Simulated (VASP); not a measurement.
# Si (Fd-3m) in VASP: a series of runs

The runs below take Si through single point, with HSE(alpha, omega), PBE0.

Everything below comes from runs of VASP 6.6.1. Logs are shortened: lines on timing, memory, paths and dates and some standing lists are left out, and cuts for length are marked.

## 1. Starting point

Symmetry: Fd-3m, No. 227, cubic system. Conventional cell: a = 5.444 Å, b = 5.444 Å, c = 5.444 Å, α = 90.00°, β = 90.00°, γ = 90.00°. Si (site symmetry -43m) is surrounded by 4 Si at 2.36 Å.

## 2. Single point, HSE(alpha, omega)

The input, POSCAR:

```
Si
1.0
    0.0000000000      2.7218511865      2.7218511865
    2.7218511865      0.0000000000      2.7218511865
    2.7218511865      2.7218511865      0.0000000000
Si
2
Direct
    0.5000000000      0.5000000000      0.5000000000
    0.7500000000      0.7500000000      0.7500000000
```

The input, INCAR.step1:

```
SYSTEM = Si
PREC = Accurate
ENCUT = 520
EDIFF = 1E-5
ISMEAR = -1
SIGMA = 0.05
LREAL = .False.
LASPH = .True.
NELM = 100
ALGO = Normal
ISIF = 2
LWAVE = .True.
NBANDS = 11
GGA = PE
```

The input, INCAR.step2:

```
SYSTEM = Si
PREC = Accurate
ENCUT = 520
EDIFF = 1E-7
ISMEAR = -1
SIGMA = 0.05
LREAL = .False.
LASPH = .True.
NELM = 100
ALGO = Normal
ISIF = 2
LWAVE = .False.
LCHARG = .False.
GGA = PE
LHFCALC = .True.
HFSCREEN = 0.2
AEXX = 0.4
PRECFOCK = Fast
NBANDS = 11
ISTART = 1
```

The input, KPOINTS:

```
regular mesh
0
Gamma
  4 4 4
  0 0 0
```

Potentials or basis: VASP PAW PBE potentials, release 64 (Si).

Run with:

```bash
$ cat potpaw_PBE.64/Si/POTCAR > POTCAR
$ cp INCAR.step1 INCAR
$ mpirun -np 1 vasp_std > vasp.out
$ cp INCAR.step2 INCAR
$ mpirun -np 1 vasp_std > vasp.out
```

OUTCAR:

```text
SYSTEM = Si
   PREC = Accurate
   ENCUT = 520
   EDIFF = 1E-7
   ISMEAR = -1
   LREAL = .False.
   LASPH = .True.
   NELM = 100
   ISIF = 2
   GGA = PE
   LHFCALC = .True.
   HFSCREEN = 0.2
   AEXX = 0.4
   PRECFOCK = Fast
   ISTART = 1

 ion  position               nearest neighbor table
   1  0.500  0.500  0.500-   2 2.36   2 2.36   2 2.36   2 2.36
   2  0.750  0.750  0.750-   1 2.36   1 2.36   1 2.36   1 2.36

  LATTYP: Found a face centered cubic cell.
 ALAT       =     5.4437023730

  Lattice vectors:

 A1 = (   0.0000000000,   2.7218511865,   2.7218511865)
 A2 = (   2.7218511865,   0.0000000000,   2.7218511865)
 A3 = (   2.7218511865,   2.7218511865,   0.0000000000)

Analysis of symmetry for initial positions (statically):
=====================================================================
 Subroutine PRICEL returns:
 Original cell was already a primitive cell.

 Routine SETGRP: Setting up the symmetry group for a
 face centered cubic supercell.

 Subroutine GETGRP returns: Found 48 space group operations
 (whereof 24 operations were pure point group operations)
 out of a pool of 48 trial point group operations.

The static configuration has the point symmetry T_d .
 The point group associated with its full space group is O_h .

Analysis of symmetry for dynamics (positions and initial velocities):
=====================================================================
 Subroutine PRICEL returns:
 Original cell was already a primitive cell.

 Routine SETGRP: Setting up the symmetry group for a
 face centered cubic supercell.

 Subroutine GETGRP returns: Found 48 space group operations
 (whereof 24 operations were pure point group operations)
 out of a pool of 48 trial point group operations.

The dynamic configuration has the point symmetry T_d .
 The point group associated with its full space group is O_h .

 Subroutine INISYM returns: Found 48 space group operations
 (whereof 24 operations are pure point group operations),
 and found     1 'primitive' translations

----------------------------------------------------------------------------------------

                                     Primitive cell

  volume of cell :      40.3295

  direct lattice vectors                    reciprocal lattice vectors
     0.000000000  2.721851186  2.721851186    -0.183698507  0.183698507  0.183698507
     2.721851186  0.000000000  2.721851186     0.183698507 -0.183698507  0.183698507
     2.721851186  2.721851186  0.000000000     0.183698507  0.183698507 -0.183698507

  length of vectors
     3.849278863  3.849278863  3.849278863     0.318175148  0.318175148  0.318175148

  position of ions in fractional coordinates (direct lattice)
     0.500000000  0.500000000  0.500000000
     0.750000000  0.750000000  0.750000000

  ion indices of the primitive-cell ions
   primitive index   ion index
                 1           1
                 2           2

----------------------------------------------------------------------------------------

 KPOINTS: regular mesh

Automatic generation of k-mesh.
 Grid dimensions read from file:
 generate k-points for:    4    4    4

 Generating k-lattice:

  Cartesian coordinates                     Fractional coordinates (reciprocal lattice)
    -0.045924627  0.045924627  0.045924627     0.250000000  0.000000000  0.000000000
     0.045924627 -0.045924627  0.045924627     0.000000000  0.250000000  0.000000000
     0.045924627  0.045924627 -0.045924627     0.000000000  0.000000000  0.250000000

  Length of vectors
     0.079543787  0.079543787  0.079543787

  Shift w.r.t. Gamma in fractional coordinates (k-lattice)
     0.000000000  0.000000000  0.000000000

 Subroutine IBZKPT returns following result:
 ===========================================

 Found      8 irreducible k-points:

 Following reciprocal coordinates:
            Coordinates               Weight
  0.000000  0.000000  0.000000      1.000000
  0.250000  0.000000  0.000000      8.000000
  0.500000  0.000000  0.000000      4.000000
  0.250000  0.250000  0.000000      6.000000
  0.500000  0.250000  0.000000     24.000000
 -0.250000  0.250000  0.000000     12.000000
  0.500000  0.500000  0.000000      3.000000
 -0.250000  0.500000  0.250000      6.000000
   k-points           NKPTS =      8   k-points in BZ     NKDIM =     64   number of bands    NBANDS=     11
   number of dos      NEDOS =    301   number of ions     NIONS =      2
   total plane-waves  NPLWV =  27000
   dimension x,y,z NGX =    30 NGY =   30 NGZ =   30
   dimension x,y,z NGXF=    60 NGYF=   60 NGZF=   60
   ions per type =               2
   NGX,Y,Z   is equivalent  to a cutoff of  12.96, 12.96, 12.96 a.u.
   NGXF,Y,Z  is equivalent  to a cutoff of  25.91, 25.91, 25.91 a.u.
 SYSTEM =  Si
   PREC   = accura    normal or accurate (medium, high low for compatibility)
   ISTART =      1    job   : 0-new  1-cont  2-samecut
   ICHARG =      0    charge: 1-file 2-atom 10-const
   ISPIN  =      1    spin polarized calculation?
   LNONCOLLINEAR =      F non collinear calculations
   LSORBIT =      F    spin-orbit coupling
   LASPH  =      T    aspherical Exc in radial PAW
   ENCUT  =  520.0 eV  38.22 Ry    6.18 a.u.   7.16  7.16  7.16*2*pi/ulx,y,z
   NELM   =    100;   NELMIN=  2; NELMDL=  0     # of ELM steps
   EDIFF  = 0.1E-06   stopping-criterion for ELM
   LREAL  =      F    real-space projection
   EDIFFG = 0.1E-05   stopping-criterion for IOM
   NSW    =      0    number of steps for IOM
   IBRION =     -1    ionic relax: 0-MD 1-quasi-New 2-CG
   NFREE  =      0    steps in history (QN), initial steepest desc. (CG)
   ISIF   =      2    stress and relaxation
   ISYM   =      3    0-nonsym 1-usesym 2-fastsym
   POTIM  = 0.5000    time-step for ionic-motion
   TEBEG  =    0.0;   TEEND  =   0.0 temperature during run
   PSTRESS=    0.0 pullay stress
   NELECT =       8.0000    total number of electrons
   NUPDOWN=      -1.0000    fix difference up-down
   EMIN   =  10.00;   EMAX   =-10.00  energy-range for DOS
   EFERMI =   0.00;   METHOD = LEGACY
   ISMEAR =    -1;   SIGMA  =   0.05  broadening in eV -4-tet -1-fermi 0-gaus
   EFERMI_NEDOS =   21; number of points for ismear=-14 and -15
   IALGO  =     38    algorithm
   IMIX   =      1    mixing-type and parameters
     AMIX     =   0.40;   BMIX     =  1.00
     AMIX_MAG =   1.60;   BMIX_MAG =  1.00
  volume/ion in A,a.u.               =      20.16       136.08
  Fermi-wavevector in a.u.,A,eV,Ry     =   0.954766  1.804247 12.402783  0.911579
  Thomas-Fermi vector in A             =   2.083543
   LORBIT       =      0    0 simple, 1 ext, 2 COOP (PROOUT), +10 PAW based schemes
   GGA     = PE    functional components
   LHFCALC =     T    Hartree Fock is set to
   PRECFOCK=fast      Normal, Fast or Accurate (Low or Medium for compatibility)
   ENCUT4O =  -1.0   cutoff for four orbital integrals eV
   NKREDX  =     1    reduce k-point grid by
   NKREDY  =     1    reduce k-point grid by
   NKREDZ  =     1    reduce k-point grid by
   AEXX    =    0.4000 exact exchange contribution
   HFSCREEN=    0.2000 screening length (either q_TF or 0.3 A-1)
   HFSCREENC=   0.2000 screening length for correlation (either q_TF or 0.3 A-1)
   ENCUTFOCK=  -1.0 apply spherical cutoff to Coloumb kernel
   IVDW    =     0    specifies the selected vdW correction
   LEPSILON=     F    determine dielectric tensor
   LRPA    =     F    only Hartree local field effects (RPA)
 non-spin polarized calculation
  energy-cutoff  :      520.00
  volume of cell :       40.33
 maximum number of plane-waves:      1106
 NGX is ok and might be reduce to    30
  NGX = 16; NGY = 16; NGZ = 16

 number of electron       8.0000001 magnetization

 Free energy of the ion-electron system (eV)
  ---------------------------------------------------
  ext. energy  EPLUGINS =         0.00000000
  ---------------------------------------------------
  free energy    TOTEN  =       -13.51345939 eV

  energy without entropy =      -13.51345939  energy(sigma->0) =      -13.51345939

 E-fermi :   6.0067     XC(G=0):  -6.8595

 val. band max:        5.1352955504   @ k =   0.0000   0.0000   0.0000
 cond. band min:       6.9123332289   @ k =   0.5000   0.5000   0.0000
 fundamental gap:      1.7770376785
 Fermi energy:         6.0067037404

 k-point     1 :       0.0000    0.0000    0.0000
  band No.  band energies     occupation
      1      -8.8332      2.00000
      2       5.1353      2.00000
      3       5.1353      2.00000
      4       5.1353      2.00000
      5       9.0248      0.00000
      6       9.0248      0.00000
      7       9.0248      0.00000
      8      10.0950      0.00000
      9      14.5178      0.00000
     10      14.6420      0.00000
     11      14.6420      0.00000

 k-point     2 :       0.2500    0.0000    0.0000
  band No.  band energies     occupation
      1      -7.9002      2.00000
      2       0.6975      2.00000
      3       4.3045      2.00000
      4       4.3045      2.00000
      5       8.4526      0.00000
      6      10.0537      0.00000
      7      10.0537      0.00000
      8      13.8096      0.00000
      9      14.0201      0.00000
     10      14.0201      0.00000
     11      15.6834      0.00000

 k-point     3 :       0.5000    0.0000    0.0000
  band No.  band energies     occupation
      1      -6.1079      2.00000
      2      -2.9231      2.00000
      3       3.7749      2.00000
      4       3.7749      2.00000
      5       7.9146      0.00000
      6       9.8555      0.00000
      7       9.8555      0.00000
      8      14.3734      0.00000
      9      17.7507      0.00000
     10      17.7507      0.00000
     11      18.4219      0.00000

 k-point     4 :       0.2500    0.2500    0.0000
  band No.  band energies     occupation
      1      -7.5696      2.00000
      2       1.1679      2.00000
      3       3.0266      2.00000
      4       3.0266      2.00000
      5       7.3836      0.00000
      6       9.5911      0.00000
      7      12.5591      0.00000
      8      12.5591      0.00000
      9      15.0848      0.00000
     10      15.9615      0.00000
     11      18.3109      0.00000

 k-point     5 :       0.5000    0.2500    0.0000
  band No.  band energies     occupation
      1      -5.6495      2.00000
      2      -2.2464      2.00000
      3       1.2008      2.00000
      4       2.6401      2.00000
      5       7.8128      0.00000
      6      10.9841      0.00000
      7      12.5563      0.00000
      8      12.7173      0.00000
      9      17.3373      0.00000
     10      17.7283      0.00000
     11      19.4972      0.00000

 k-point     6 :      -0.2500    0.2500    0.0000
  band No.  band energies     occupation
      1      -6.4424      2.00000
      2      -1.1769      2.00000
      3       0.9544      2.00000
      4       3.6555      2.00000
      5       8.8780      0.00000
      6      11.5460      0.00000
      7      11.6969      0.00000
      8      12.9864      0.00000
      9      13.1453      0.00000
     10      16.7846      0.00000
     11      19.6349      0.00000

 k-point     7 :       0.5000    0.5000    0.0000
  band No.  band energies     occupation
      1      -3.9594      2.00000
      2      -3.9594      2.00000
      3       1.8756      2.00000
      4       1.8756      2.00000
      5       6.9123      0.00000
      6       6.9123      0.00000
      7      17.4799      0.00000
      8      17.4799      0.00000
      9      18.1786      0.00000
     10      18.1786      0.00000
     11      19.8274      0.00000

 k-point     8 :      -0.2500    0.5000    0.2500
  band No.  band energies     occupation
      1      -3.7713      2.00000
      2      -3.7713      2.00000
      3       0.8273      2.00000
      4       0.8273      2.00000
      5      10.7331      0.00000
      6      10.7331      0.00000
      7      11.7674      0.00000
      8      11.7674      0.00000
      9      17.8789      0.00000
     10      17.8789      0.00000
     11      20.4040      0.00000

------------------------ aborting loop because EDIFF is reached ----------------------------------------

  FORCE on cell =-STRESS in cart. coord.  units (eV):
  Direction    XX          YY          ZZ          XY          YZ          ZX
  --------------------------------------------------------------------------------------
  -------------------------------------------------------------------------------------
  Total       -0.2601145     -0.2601145     -0.2601145      0.0000000      0.0000000      0.0000000
  in kB      -10.3336075    -10.3336075    -10.3336075      0.0000000      0.0000000      0.0000000
  external PRESSURE =     -10.3336075 kB  Pullay stress =       0.0000000 kB

 VOLUME and BASIS-vectors are now :
 -----------------------------------------------------------------------------
  energy-cutoff  :      520.00
  volume of cell :       40.33
      direct lattice vectors                 reciprocal lattice vectors
     0.000000000  2.721851186  2.721851186    -0.183698507  0.183698507  0.183698507
     2.721851186  0.000000000  2.721851186     0.183698507 -0.183698507  0.183698507
     2.721851186  2.721851186  0.000000000     0.183698507  0.183698507 -0.183698507

 POSITION                                       TOTAL-FORCE (eV/Angst)
 -----------------------------------------------------------------------------------
      2.72185      2.72185      2.72185         0.000000     -0.000000     -0.000000
      4.08278      4.08278      4.08278        -0.000000      0.000000      0.000000
 -----------------------------------------------------------------------------------
    total drift:                                0.000001      0.000001      0.000001

  FREE ENERGIE OF THE ION-ELECTRON SYSTEM (eV)
  ---------------------------------------------------
  free  energy   TOTEN  =       -13.5134593924 eV

  energy  without entropy=      -13.5134593876  energy(sigma->0) =      -13.51345939
```

It took 56 s on 1 thread of Intel Xeon Platinum 8375C at 2.90GHz (Ice Lake), shared host; peak memory 0.25 GiB.

What came out:

```yaml
Free_energy: -13.5135 eV
Pressure: -1.0 GPa
Band_gap_on_the_k_mesh: 1.78 eV, indirect (least direct gap 3.89 eV)
```

Caveat: the k mesh is coarse (spacing up to 0.50 Å⁻¹), so the values aren't converged, least of all with exact exchange; the PAW data sets were made with another functional, which shifts forces and pressure a little.

## 3. Single point, HSE(alpha, omega)

POSCAR is that of step 2.

INCAR.step1 is that of step 2.

INCAR.step2, as its differences from that of step 2:

```diff
@@ -16,3 +16,3 @@
 HFSCREEN = 0.2
-AEXX = 0.4
+AEXX = 0.5
 PRECFOCK = Fast
```

KPOINTS is that of step 2.

Potentials or basis: VASP PAW PBE potentials, release 64 (Si).

Run with:

```bash
$ cat potpaw_PBE.64/Si/POTCAR > POTCAR
$ cp INCAR.step1 INCAR
$ mpirun -np 1 vasp_std > vasp.out
$ cp INCAR.step2 INCAR
$ mpirun -np 1 vasp_std > vasp.out
```

Wall time 62 s (1 thread of Intel Xeon Platinum 8375C at 2.90GHz (Ice Lake), shared host); peak memory 0.25 GiB.

It converged, with:

```
Free energy            : -14.2591 eV
Pressure               : -1.7 GPa
Band gap on the k mesh : 2.07 eV, indirect (least direct gap 4.25 eV)
```

Levels at points of the mesh, in eV from the valence-band top:
```csv
k point,band 1,band 2,band 3,band 4,band 5,band 6,band 7,band 8,band 9
"(0.00, 0.00, 0.00)",-14.46,0.00,0.00,0.00,4.25,4.25,4.25,5.41,9.76
"(0.50, 0.00, 0.00)",-11.64,-8.32,-1.40,-1.40,3.12,5.09,5.09,9.63,13.15
"(0.50, 0.50, 0.00)",-9.40,-9.40,-3.35,-3.35,2.07,2.07,12.94,12.94,13.58
```

Caveat: the k mesh is coarse (spacing up to 0.50 Å⁻¹), so the values aren't converged, least of all with exact exchange; the PAW data sets were made with another functional, which shifts forces and pressure a little.

## 4. Single point, HSE(alpha, omega)

POSCAR is that of step 3.

The input, INCAR.step1:

```
SYSTEM = Si
ALGO = Normal
BMIX = 0.5
EDIFF = 1E-5
ENCUT = 520
GGA = PE
ISIF = 2
ISMEAR = -1
LASPH = .TRUE.
LREAL = On
LWAVE = .TRUE.
NBANDS = 11
NELM = 100
PREC = Accurate
SIGMA = 0.05
```

The input, INCAR.step2:

```
SYSTEM = Si
AEXX = 0.05
ALGO = Normal
BMIX = 0.5
EDIFF = 1E-7
ENCUT = 520
GGA = PE
HFSCREEN = 0.2
ISIF = 2
ISMEAR = -1
ISTART = 1
LASPH = .TRUE.
LCHARG = .FALSE.
LHFCALC = .TRUE.
LREAL = On
LWAVE = .FALSE.
NBANDS = 11
NELM = 100
PREC = Accurate
PRECFOCK = Fast
SIGMA = 0.05
```

The input, KPOINTS:

```
k-points
0
G
  4 4 4
  0 0 0
```

Run with:

```bash
$ cat potpaw_PBE.64/Si/POTCAR > POTCAR
$ cp INCAR.step1 INCAR
$ mpirun -np 1 vasp_std > vasp.out
$ cp INCAR.step2 INCAR
$ mpirun -np 1 vasp_std > vasp.out
```

Run time: 44 s. Hardware: 1 thread of Intel Xeon Platinum 8375C at 2.90GHz (Ice Lake), shared host; peak memory 0.25 GiB.

These settings aren't checked as converged: the numbers below hold their error.

Results:

- Free energy: -10.9925 eV
- Pressure: 1.5 GPa
- Band gap on the k mesh: 0.83 eV, indirect (least direct gap 2.70 eV)

Caveat: the k mesh is coarse (spacing up to 0.50 Å⁻¹), so the values aren't converged, least of all with exact exchange; the PAW data sets were made with another functional, which shifts forces and pressure a little.

(Part 1 of 2 ends here.)
